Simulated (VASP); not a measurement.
# Cu (Fm-3m) in VASP: elastic constants with LDA

Aim: the elastic constants of Cu with LDA.

Everything below comes from runs of VASP 6.6.1. Logs are shortened: lines on timing, memory, paths and dates and some standing lists are left out, and cuts for length are marked.

### Step 1. Starting point

The structure is cubic, space group Fm-3m (No. 225). Conventional cell: a = 3.650 Å, b = 3.650 Å, c = 3.650 Å, α = 90.00°, β = 90.00°, γ = 90.00°. Cu (site symmetry m-3m) is surrounded by 12 Cu at 2.58 Å.

### Step 2. Elastic constants, LDA

The input, POSCAR:

```
Cu
1.0
    0.0000000000      1.8250000000      1.8250000000
    1.8250000000      0.0000000000      1.8250000000
    1.8250000000      1.8250000000      0.0000000000
Cu
1
Direct
    0.0000000000      0.0000000000      0.0000000000
```

The input, INCAR.step1:

```
PREC     = Accurate       # precision mode
ENCUT    = 600            # plane-wave cutoff, eV
EDIFF    = 1E-8           # SCF threshold, eV
ISMEAR   = 0              # smearing method
SIGMA    = 0.1            # smearing width, eV
LREAL    = False          # projectors in reciprocal space
LASPH    = True           # aspherical terms in the spheres
NELM     = 80             # most SCF steps
ALGO     = Normal         # electronic algorithm
ISIF     = 3              # what is computed and relaxed
LWAVE    = False          # write WAVECAR
LCHARG   = False          # write CHGCAR
IBRION   = 2              # ionic algorithm
NSW      = 40             # ionic steps
EDIFFG   = -0.002         # ionic threshold
```

The input, INCAR.step2:

```
PREC     = Accurate       # precision mode
ENCUT    = 600            # plane-wave cutoff, eV
EDIFF    = 1E-8           # SCF threshold, eV
ISMEAR   = 0              # smearing method
SIGMA    = 0.1            # smearing width, eV
LREAL    = False          # projectors in reciprocal space
LASPH    = True           # aspherical terms in the spheres
NELM     = 80             # most SCF steps
ALGO     = Normal         # electronic algorithm
ISIF     = 3              # what is computed and relaxed
LWAVE    = False          # write WAVECAR
LCHARG   = False          # write CHGCAR
IBRION   = 6              # ionic algorithm
NFREE    = 2            
POTIM    = 0.015          # step
NSW      = 1              # ionic steps
```

The input, KPOINTS:

```
Automatic mesh
0
Gamma
  26 26 26
```

Potentials or basis: VASP PAW LDA potentials, release 64 (Cu).

Command:

```console
> cat potpaw_LDA.64/Cu/POTCAR > POTCAR
> cp INCAR.step1 INCAR
> mpirun -np 1 vasp_std > vasp.out
> cp CONTCAR POSCAR
> cp INCAR.step2 INCAR
> mpirun -np 1 vasp_std > vasp.out
```

OUTCAR:

```text
PREC = Accurate
   ENCUT = 600
   EDIFF = 1E-8
   ISMEAR = 0
   LREAL = False
   LASPH = True
   NELM = 80
   ISIF = 3
   IBRION = 6
   NFREE = 2
   POTIM = 0.015
   NSW = 1

 ion  position               nearest neighbor table
   1  0.000  0.000  0.000-

  LATTYP: Found a face centered cubic cell.
 ALAT       =     3.5234794787

  Lattice vectors:

 A1 = (   0.0000000000,   1.7617397393,   1.7617397393)
 A2 = (   1.7617397393,   0.0000000000,   1.7617397393)
 A3 = (   1.7617397393,   1.7617397393,   0.0000000000)

Analysis of symmetry for initial positions (statically):
=====================================================================
 Subroutine PRICEL returns:
 Original cell was already a primitive cell.

 Routine SETGRP: Setting up the symmetry group for a
 face centered cubic supercell.

 Subroutine GETGRP returns: Found 48 space group operations
 (whereof 48 operations were pure point group operations)
 out of a pool of 48 trial point group operations.

The static configuration has the point symmetry O_h .

Analysis of symmetry for dynamics (positions and initial velocities):
=====================================================================
 Subroutine PRICEL returns:
 Original cell was already a primitive cell.

 Routine SETGRP: Setting up the symmetry group for a
 face centered cubic supercell.

 Subroutine GETGRP returns: Found 48 space group operations
 (whereof 48 operations were pure point group operations)
 out of a pool of 48 trial point group operations.

The dynamic configuration has the point symmetry O_h .

 Subroutine INISYM returns: Found 48 space group operations
 (whereof 48 operations are pure point group operations),
 and found     1 'primitive' translations

----------------------------------------------------------------------------------------

                                     Primitive cell

  volume of cell :      10.9359

  direct lattice vectors                    reciprocal lattice vectors
     0.000000000  1.761739739  1.761739739    -0.283810366  0.283810366  0.283810366
     1.761739739  0.000000000  1.761739739     0.283810366 -0.283810366  0.283810366
     1.761739739  1.761739739  0.000000000     0.283810366  0.283810366 -0.283810366

  length of vectors
     2.491476233  2.491476233  2.491476233     0.491573973  0.491573973  0.491573973

  position of ions in fractional coordinates (direct lattice)
     0.000000000  0.000000000  0.000000000

  ion indices of the primitive-cell ions
   primitive index   ion index
                 1           1

----------------------------------------------------------------------------------------

 KPOINTS: Automatic mesh

Automatic generation of k-mesh.
 Grid dimensions read from file:
 generate k-points for:   26   26   26

 Generating k-lattice:

  Cartesian coordinates                     Fractional coordinates (reciprocal lattice)
    -0.010915783  0.010915783  0.010915783     0.038461538  0.000000000  0.000000000
     0.010915783 -0.010915783  0.010915783     0.000000000  0.038461538  0.000000000
     0.010915783  0.010915783 -0.010915783     0.000000000  0.000000000  0.038461538

  Length of vectors
     0.018906691  0.018906691  0.018906691

  Shift w.r.t. Gamma in fractional coordinates (k-lattice)
     0.000000000  0.000000000  0.000000000

 Subroutine IBZKPT returns following result:
 ===========================================

 Found    511 irreducible k-points:

 Following reciprocal coordinates:
            Coordinates               Weight
  0.000000  0.000000  0.000000      1.000000
  0.038462  0.000000  0.000000      8.000000
  0.076923  0.000000  0.000000      8.000000
  0.115385  0.000000  0.000000      8.000000
  0.153846  0.000000  0.000000      8.000000
[... 64 lines left out ...]
   LHFCALC =     F    Hartree Fock is set to
   AEXX    =    0.0000 exact exchange contribution
   IVDW    =     0    specifies the selected vdW correction
   LEPSILON=     F    determine dielectric tensor
   LRPA    =     F    only Hartree local field effects (RPA)
 finite differences with symmetry
 non-spin polarized calculation
 Gauss-broadening in eV      SIGMA  =   0.10
  energy-cutoff  :      600.00
  volume of cell :       10.94
 maximum number of plane-waves:       376
   NGX =  9   NGY =  9   NGZ =  9

--------------------------------------- Ionic step        1  -------------------------------------------

 number of electron      11.0000001 magnetization

 Free energy of the ion-electron system (eV)
  ---------------------------------------------------
  ext. energy  EPLUGINS =         0.00000000
  ---------------------------------------------------
  free energy    TOTEN  =        -4.70904639 eV

  energy without entropy =       -4.70769920  energy(sigma->0) =       -4.70837280

------------------------ aborting loop because EDIFF is reached ----------------------------------------

  FORCE on cell =-STRESS in cart. coord.  units (eV):
  Direction    XX          YY          ZZ          XY          YZ          ZX
  --------------------------------------------------------------------------------------
  -------------------------------------------------------------------------------------
  Total        0.0053488      0.0053488      0.0053488     -0.0000000     -0.0000000      0.0000000
  in kB        0.7836383      0.7836383      0.7836383     -0.0000000     -0.0000000      0.0000000
  external PRESSURE =       0.7836383 kB  Pullay stress =       0.0000000 kB
[... 86 lines left out ...]
  FREE ENERGIE OF THE ION-ELECTRON SYSTEM (eV)
  ---------------------------------------------------
  free  energy   TOTEN  =        -4.7071677174 eV

  energy  without entropy=       -4.7058853700  energy(sigma->0) =       -4.70652654

[... ionic steps 4 to 12 ...]

--------------------------------------- Ionic step       13  -------------------------------------------

 number of electron      11.0000001 magnetization

------------------------ aborting loop because EDIFF is reached ----------------------------------------
[... 65 lines left out ...]
--------------------------------------- Ionic step       15  -------------------------------------------

 number of electron      11.0000000 magnetization

 Free energy of the ion-electron system (eV)
  ---------------------------------------------------
  ext. energy  EPLUGINS =         0.00000000
  ---------------------------------------------------
  free energy    TOTEN  =        -4.70904321 eV

  energy without entropy =       -4.70769602  energy(sigma->0) =       -4.70836961

 E-fermi :   8.3537     XC(G=0): -13.5582

 val. band max:        8.3478389066   @ k =   0.4615   0.2308   0.0000
 cond. band min:       8.3716510644   @ k =   0.5000   0.3462   0.1538
 fundamental gap:      0.0238121579
 Fermi energy:         8.3536678828

 k-point     1 :       0.0000    0.0000    0.0000
  band No.  band energies     occupation
      1      -1.6063      2.00000
      2       5.0226      2.00000
      3       5.0226      2.00000
      4       5.0226      2.00000
      5       5.9662      2.00000
      6       5.9662      2.00000
      7      31.6303      0.00000
      8      34.7148      0.00000
      9      34.7148      0.00000
[... 265 lines left out ...]
 k-point    24 :       0.3846    0.0385    0.0000
  band No.  band energies     occupation
      1       2.3545      2.00000
      2       5.0492      2.00000
      3       5.0946      2.00000
      4       5.3380      2.00000
      5       6.4660      2.00000
      6       6.4752      2.00000
      7      15.8422      0.00000
      8      30.2237      0.00000
      9      30.5295      0.00000

 [... further k-points ...]

------------------------ aborting loop because EDIFF is reached ----------------------------------------

  FORCE on cell =-STRESS in cart. coord.  units (eV):
  Direction    XX          YY          ZZ          XY          YZ          ZX
  --------------------------------------------------------------------------------------
  -------------------------------------------------------------------------------------
  Total        0.0050587      0.0050587      0.0050587     -0.0000000      0.0000000      0.0000000
  in kB        0.7411356      0.7411356      0.7411356     -0.0000000      0.0000000      0.0000000
  external PRESSURE =       0.7411356 kB  Pullay stress =       0.0000000 kB
[... 16 lines left out ...]
  FREE ENERGIE OF THE ION-ELECTRON SYSTEM (eV)
  ---------------------------------------------------
  free  energy   TOTEN  =        -4.7090432077 eV

  energy  without entropy=       -4.7076960183  energy(sigma->0) =       -4.70836961

 INTERNAL STRAIN TENSORS FROM STRAINED CELLS
 ============================================

 INTERNAL STRAIN TENSOR FOR ION    1 for displacements in x,y,z  (eV/Angst):
          X           Y           Z          XY          YZ          ZX
  --------------------------------------------------------------------------------
  x     0.00000    -0.00000     0.00000     0.00000     0.00000    -0.00000
  y     0.00000     0.00000    -0.00000     0.00000     0.00000     0.00000
  z     0.00000     0.00000    -0.00000     0.00000     0.00000     0.00000

 INTERNAL STRAIN TENSORS FROM DISPLACED ATOMS
 ============================================

 INTERNAL STRAIN TENSOR FOR ION    1 for displacements in x,y,z  (eV/Angst):
          X           Y           Z          XY          YZ          ZX
  --------------------------------------------------------------------------------
  x     0.00000     0.00000     0.00000     0.00000     0.00000     0.00000
  y     0.00000     0.00000     0.00000     0.00000     0.00000     0.00000
  z     0.00000     0.00000     0.00000     0.00000     0.00000     0.00000

 Eigenvectors and eigenvalues of the dynamical matrix
 ----------------------------------------------------

   1 f  =    0.000000 THz     0.000000 2PiTHz    0.000000 cm-1     0.000000 meV
             X         Y         Z           dx          dy          dz
      0.000000  0.000000  0.000000     1.000000    0.000000    0.000000

   2 f  =    0.000000 THz     0.000000 2PiTHz    0.000000 cm-1     0.000000 meV
             X         Y         Z           dx          dy          dz
      0.000000  0.000000  0.000000     0.000000    1.000000    0.000000

   3 f  =    0.000000 THz     0.000000 2PiTHz    0.000000 cm-1     0.000000 meV
             X         Y         Z           dx          dy          dz
      0.000000  0.000000  0.000000     0.000000    0.000000    1.000000

--------------------------------------------------------------------------------------------------------

 ELASTIC MODULI CONTR FROM IONIC RELAXATION (kBar)
 Direction    XX          YY          ZZ          XY          YZ          ZX
 --------------------------------------------------------------------------------
 XX           0.0000      0.0000      0.0000      0.0000      0.0000      0.0000
 YY           0.0000      0.0000      0.0000      0.0000      0.0000      0.0000
 ZZ           0.0000      0.0000      0.0000      0.0000      0.0000      0.0000
 XY           0.0000      0.0000      0.0000      0.0000      0.0000      0.0000
 YZ           0.0000      0.0000      0.0000      0.0000      0.0000      0.0000
 ZX           0.0000      0.0000      0.0000      0.0000      0.0000      0.0000
 --------------------------------------------------------------------------------

 TOTAL ELASTIC MODULI (kBar)
 Direction    XX          YY          ZZ          XY          YZ          ZX
 --------------------------------------------------------------------------------
 XX        2310.9353   1603.7694   1603.7694      0.0000     -0.0000      0.0000
 YY        1603.7694   2310.9353   1603.7694     -0.0000     -0.0000      0.0000
 ZZ        1603.7694   1603.7694   2310.9353      0.0000     -0.0000     -0.0000
 XY           0.0000     -0.0000      0.0000   1013.6262      0.0000      0.0000
 YZ          -0.0000     -0.0000     -0.0000      0.0000   1013.6262      0.0000
 ZX           0.0000      0.0000     -0.0000      0.0000      0.0000   1013.6262
 --------------------------------------------------------------------------------
```

Run time: 26 min. Hardware: 1 thread of Intel Xeon Platinum 8488C (Sapphire Rapids), shared host; peak memory 1.1 GiB.

What came out:

```yaml
Relaxed_volume: 10.94 Å³/atom
Relaxed_cell: a = 2.491 Å, b = 2.491 Å, c = 2.491 Å, α = 60.00°, β = 60.00°, γ = 60.00°
Space_group_after_relaxing_to_0.05_Å: Fm-3m (No. 225)
Elastic_constants_C11_C12_C44: 231, 160, 101 GPa
Voigt_bulk_modulus: 184 GPa
```

The path:
| step | energy change (eV) | largest force (eV/Å) | pressure (GPa) | volume (Å³) |
| --- | --- | --- | --- | --- |
| 1 | 0.0000 | 0.0000 | -14.94 | 12.16 |
| 2 | -0.0368 | 0.0000 | 13.58 | 10.27 |
| 3 | -0.0633 | 0.0000 | -0.11 | 10.94 |
| 4 | -0.0633 | 0.0000 | 0.29 | 10.92 |
| 5 | -0.0633 | 0.0000 | -0.21 | 10.95 |
| 6 | -0.0633 | 0.0000 | -0.02 | 10.94 |

Final structure:
```
CELL_PARAMETERS angstrom
0.00000 1.76174 1.76174
1.76174 0.00000 1.76174
1.76174 1.76174 0.00000
ATOMIC_POSITIONS crystal
Cu 0.00000 0.00000 0.00000
```

Elastic tensor in Voigt notation (GPa, in the Cartesian axes of the cell as first typed):
```
231 160 160   0   0   0
160 231 160   0   0   0
160 160 231   0   0   0
  0   0   0 101   0   0
  0   0   0   0 101   0
  0   0   0   0   0 101
```

Clamped-ion elastic tensor (GPa):
```
231 160 160   0   0   0
160 231 160   0   0   0
160 160 231   0   0   0
  0   0   0 101   0   0
  0   0   0   0 101   0
  0   0   0   0   0 101
```
